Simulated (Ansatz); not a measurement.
The system is Pb.

```xyz
2
Lattice="3.0386 -1.7503 0.0000 3.0386 1.7503 0.0000 -2.1155 0.0000 6.0952" Properties=species:S:1:pos:R:3 pbc="T T T"
Pb    3.9848    0.0000    4.4269
Pb   -0.0230    0.0000    1.6683
```

This isn't the form of Pb at room conditions, which is fcc.

A run of Ansatz 0.2.0 on this cell left the log below. Logs are shortened: lines on timing, memory, paths and dates and some standing lists are left out, and cuts for length are marked.

```text
Warning: RAYON_NUM_THREADS=1 ignored (pool sized by the plan → 1); use --threads N
LAPW: plane waves up to 6.767 Å⁻¹, error target 1.0e-3 eV per atom; small_component_spin mean_spin; Pb in spheres of 1.668 Å, 36 of its electrons in bands, Dirac shells [2p, 3p, 4p, 3d, 4d] (how accurate: hamiltonian.pseudopotentials.lapw.basis_error, Limitations)
Engine: ansatz 0.2.0, x86_64-unknown-linux-gnu
Pseudopotentials: kind: all_electron
Pseudopotential: Pb, LAPW, valence charge 36, lapw/all_electron/scalar/gaussian/Pb, Koelling and Harmon's equation with Dirac's for 2p 3p 4p 3d 4d, gaussian nucleus
Functional definition: PBEsol
  exchange = pbesol_x
  correlation = pbesol_c
Crystal: 2 atoms, lattice volume = 64.835 Å³
Basis set: ecut = 174.46193183507728 eV, 337 PW (Γ), exchange–correlation at level 2
Bands: 44, of which v1, the nominal top of the filled ones, is band 36 counted from 1 (35 counted from 0)
Symmetry: 4 space group operations
Space group: C2/m (ITA 12), of the structure as read, at distance tolerance 4.0e-5 Å
k-points: 115 of 405
Non-local potential: Pb, projectors of the file, none
Initial density: superposition of atomic densities (chi_scale 0.1, normalization cell)
Initial wavefunctions: plane waves of lowest kinetic energy (no species holds an atomic orbital)
Functional: x = pbesol(κ = 0.804, μ = 0.12345679012345678), c = pbesol(β = 0.046)
iter 1 solved again at ethr=5.51e-5 eV; its pass at ethr=1.00e-1 eV (dr2=3.97e-2 eV) is discarded
[... 11 lines left out ...]
SCF converged after 7 iterations
Free energy (F): -1138347.272506 eV
Harris-Foulkes:  -1138347.272505 eV  (|F-HF|=3.84e-8)
Internal energy: -1138347.264481 eV  (E = F + TS)
E sigma→0 (E₀):  -1138347.268493 eV
Entropy (-TS):   -0.008024 eV (-4.012 meV/atom)
Fermi energy:    14.150260 eV
--- Per-component energies (eV) ---
  E_band       = -4489.863551
  E_kinetic    = 1323427.404681
  E_xc         = -20929.405859
  E_electrostatic = -2440845.263303  (all electrons and nuclei)
  E_smearing   = -0.008024  (= −TS)
  E_closure    = 0.000000  (closes the sum)
  E_atoms      = -1138339.444012  (free atoms, spherical and without spin; not in F)
  Σ components = -1138347.272506   (vs F -1138347.272506, Δ=0.00e0)
  Basis errors (estimates in eV, not in F): energy 2.6e-4 per atom: plane waves 2.6e-4 (1.4e-4 summed), levels above the bands 2.0e-89, relativity 1.0e-7, radial functions 4.1e-6, core shells 5.4e-9; eigenvalues (radial functions only) 4.8e-6; not estimated: angular momenta, meshes, grids; target (lapw.basis_error) 1.0e-3; muffin-tin radii Pb 1.668 Å
--- Forces (eV/Å), atoms counted from 1 ---
  atom   1  Pb     0.02685229     0.00000000    -0.13276925
  atom   2  Pb    -0.02685229     0.00000000     0.13276925
  max |Σ_I F_I| component: 0.00e0 eV/Å
--- Stress (GPa, compression-positive) ---
       -1.714243       0.000000       0.000639
        0.000000      -1.707558       0.000000
        0.000639       0.000000      -1.801991
  P = ⅓ Tr σ = -1.7413 GPa (-17.413 kbar)
--- Band table (eV; the first three rows and the last of 115) ---
  k-point 0: bands = ["-125.3479", "-125.3478", "-114.3694", "-114.3694", "-114.3694", "-114.3694", "-114.3693", "-114.3693", "-114.3693", "-114.3693", "-114.3692", "-114.3692", "-114.3691", "-114.3691", "-114.3690", "-114.3690", "-67.1422", "-67.1381", "-67.1353", "-67.1353", "-67.1350", "-67.1349", "-2.8847", "-2.7653", "-2.7651", "-2.7625", "-2.7613", "-2.7467", "-2.6289", "-2.6201", "-2.5849", "-2.5764", "2.7095", "5.7987", "10.1789", "20.3984", "20.6022", "20.6552", "20.7058", "20.8204", "23.4029", "23.4293", "24.1644", "24.7411"]
  k-point 1: bands = ["-125.3479", "-125.3478", "-114.3694", "-114.3694", "-114.3694", "-114.3694", "-114.3693", "-114.3693", "-114.3693", "-114.3693", "-114.3692", "-114.3692", "-114.3691", "-114.3691", "-114.3690", "-114.3690", "-67.1418", "-67.1385", "-67.1354", "-67.1353", "-67.1349", "-67.1349", "-2.8943", "-2.7720", "-2.7687", "-2.7605", "-2.7574", "-2.7328", "-2.6520", "-2.6446", "-2.5573", "-2.5503", "2.8534", "5.2842", "11.0762", "18.4931", "20.1374", "20.1600", "21.2727", "21.3706", "23.3172", "23.8221", "24.1826", "25.8170"]
  k-point 2: bands = ["-125.3478", "-125.3478", "-114.3694", "-114.3694", "-114.3694", "-114.3694", "-114.3693", "-114.3693", "-114.3693", "-114.3693", "-114.3692", "-114.3692", "-114.3691", "-114.3691", "-114.3690", "-114.3690", "-67.1408", "-67.1395", "-67.1354", "-67.1354", "-67.1349", "-67.1348", "-2.9069", "-2.7726", "-2.7694", "-2.7656", "-2.7624", "-2.7128", "-2.6714", "-2.6629", "-2.5322", "-2.5243", "3.2174", "4.4703", "13.0652", "15.7516", "19.8238", "19.8659", "21.6892", "21.8286", "23.3074", "23.6140", "24.5146", "25.7494"]
  k-point 114: bands = ["-125.3478", "-125.3478", "-114.3694", "-114.3694", "-114.3694", "-114.3694", "-114.3693", "-114.3693", "-114.3693", "-114.3693", "-114.3692", "-114.3692", "-114.3691", "-114.3691", "-114.3690", "-114.3690", "-67.1413", "-67.1388", "-67.1374", "-67.1371", "-67.1362", "-67.1357", "-2.8749", "-2.8379", "-2.7969", "-2.7710", "-2.7167", "-2.6170", "-2.5899", "-2.5356", "-2.5137", "-2.4703", "6.0156", "7.6190", "10.7542", "12.1045", "14.3758", "15.7795", "17.0029", "17.8602", "21.3480", "22.8159", "23.1532", "25.3465"]
```

Q: What input gives this log?

A: Band structure with PBEsol, no spin polarisation. The files as run (others can give the same):

input.yaml
```yaml
crystal:
  lattice:
    - [3.0386068135, -1.75031996, 0.0]
    - [3.0386068135, 1.75031996, 0.0]
    - [-2.1154626375, 0.0, 6.0952248674]
  atoms:
    - { symbol: Pb, position: [0.90850841, 0.90850841, 0.7262922] }
    - { symbol: Pb, position: [0.09149159, 0.09149159, 0.2737078] }
kpoints:
  mp_grid: { grid: [9, 9, 5] }
  band_path:
    path:
      - [0.0, 0.0, 0.0]
      - [-0.5, -0.5, 0.0]
      - [-0.526282425, -0.526282425, 0.1702002292]
      - [-0.5, -0.5, 0.5]
      - [-0.6857609943, -0.3142390057, 0.5]
    npoints: 12
scf:
  occupations: { method: fermi_dirac, width: 0.05 }
hamiltonian:
  xc: pbesol
  pseudopotentials:
    kind: all_electron
    lapw: { basis_error: 0.001 }
    dirac_shells: { Pb: ["4p", "4d"] }
output:
  forces: true
  stress: true
  eigenvalues: true
```

Potentials or basis: all-electron LAPW, inner shells corrected to Dirac's equation.
Run with:
```sh
$ ansatz run input.yaml --threads 1 --pin off --max-ram 3072MiB --backend cpu --events-out ev --progress --plain --runs-dir out
```

Caveat: spin-orbit coupling is left out, which moves the levels of the heavy elements.
